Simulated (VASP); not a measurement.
Here is a VASP 6.6.1 calculation.

INCAR

```
  AGGAC = 0.0
  ALGO = Normal
  EDIFF = 1E-6
  EDIFFG = -0.02
  ENCUT = 600
  GGA = MK
  IBRION = 2
  ISIF = 3
  ISMEAR = -1
  LASPH = T
  LCHARG = F
  LREAL = F
  LUSE_VDW = T
  LWAVE = F
  NELM = 100
  NSW = 40
  PARAM1 = 0.1234
  PARAM2 = 0.711357
  PREC = Accurate
  SIGMA = 0.05
  ZAB_VDW = -1.8867
```

KPOINTS

```
k-points
0
Gamma
  9 9 9
```

Contents of POSCAR:

```
BeS
1.0
    0.0000000000      2.4250000000      2.4250000000
    2.4250000000      0.0000000000      2.4250000000
    2.4250000000      2.4250000000      0.0000000000
S Be
1 1
Direct
    0.7500000000      0.7500000000      0.7500000000
    0.0000000000      0.0000000000      0.0000000000
```

Potentials or basis: VASP PAW PBE potentials, release 64 (S, Be).

The run is started by

```bash
$ cat potpaw_PBE.64/S/POTCAR potpaw_PBE.64/Be/POTCAR > POTCAR
$ mpirun -np 1 vasp_std > vasp.out
```

(1) Predict the band gap on the k mesh.

(2) What does it give for the space group after relaxing (to 0.05 Å)?

(3) Estimate the relaxed volume.

Results:

(1) 3.21 eV, indirect (least direct gap 5.71 eV).

(2) F-43m (No. 216).

(3) 14.40 Å³/atom.

Caveat: the PAW data sets were made with another functional, which shifts forces and pressure a little; an odd mesh through Γ misses points on the zone boundary, where band edges often lie.
